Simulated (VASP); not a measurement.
Here is a VASP 6.6.1 calculation.

INCAR

```
PREC = Accurate ; ENCUT = 600
EDIFF = 1E-6 ; ISMEAR = 1
SIGMA = 0.1 ; LREAL = F
LASPH = T ; NELM = 80
ALGO = Normal ; ISIF = 3
LWAVE = F ; LCHARG = F
GGA = CA ; IBRION = 2
NSW = 90 ; EDIFFG = -0.01
PSTRESS = 220.0
```

KPOINTS

```
regular mesh
0
Gamma
  16 16 16
```

POSCAR

```
Mo
1.0
   -1.5734150000      1.5734150000      1.5734150000
    1.5734150000     -1.5734150000      1.5734150000
    1.5734150000      1.5734150000     -1.5734150000
Mo
1
Direct
    0.0000000000      0.0000000000      0.0000000000
```

Potentials or basis: VASP PAW LDA potentials, release 64 (Mo_sv).

Command:

```sh
$ cat potpaw_LDA.64/Mo_sv/POTCAR > POTCAR
$ mpirun -np 1 vasp_std > vasp.out
```

Estimate the relaxed cell.

a = 2.639 Å, b = 2.639 Å, c = 2.639 Å, α = 109.47°, β = 109.47°, γ = 109.47°.

What does it give for the relaxed volume?

14.15 Å³/atom.

Final structure:
```xyz
1
Lattice="-1.5236 1.5236 1.5236 1.5236 -1.5236 1.5236 1.5236 1.5236 -1.5236" Properties=species:S:1:pos:R:3 pbc="T T T"
Mo    0.0000    0.0000    0.0000
```

Caveat: the cell is relaxed towards a set pressure, so the enthalpy falls and the energy may rise. LDA usually gives volumes a few per cent too small.
